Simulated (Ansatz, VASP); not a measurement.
**One calculation of Mo, two programs**

```
Mo
1.0
     5.27267    0.00000    0.00000
     0.00000    4.58217    0.00000
     0.00000    0.00000    2.65288
Mo
4
Cartesian
  0.6506 1.1455 1.6773
  4.6221 3.4366 0.9756
  1.9857 3.4366 0.3509
  3.2869 1.1455 2.3020
```

Alike in both runs: functional PBE; k mesh 10 × 10 × 18; occupations gaussian, width 0.1 eV; no spin polarisation.

Ansatz relaxed the structure, and its values are those at the end. VASP's run is a single point on that final structure, the one shown.

```csv
,VASP,Ansatz
version,VASP 6.6.1,Ansatz 0.2.0
potentials or method,"VASP PAW PBE potentials, release 64 (Mo_sv)","scalar-relativistic, plane waves, PAW"
plane-wave cutoff (eV),520,420
valence electrons in the cell,56,56
```

VASP gave:

* gap on the k mesh at the Fermi level (eV): none
* pressure (GPa): 0.5
* rms of the force components (eV/Å): 0.004

Which values does Ansatz return?

gap on the k mesh at the Fermi level (eV): none; pressure (GPa): 0.0; rms of the force components (eV/Å): 0.000.

A gap of «none» marks a metal or a gap that the smearing closes.
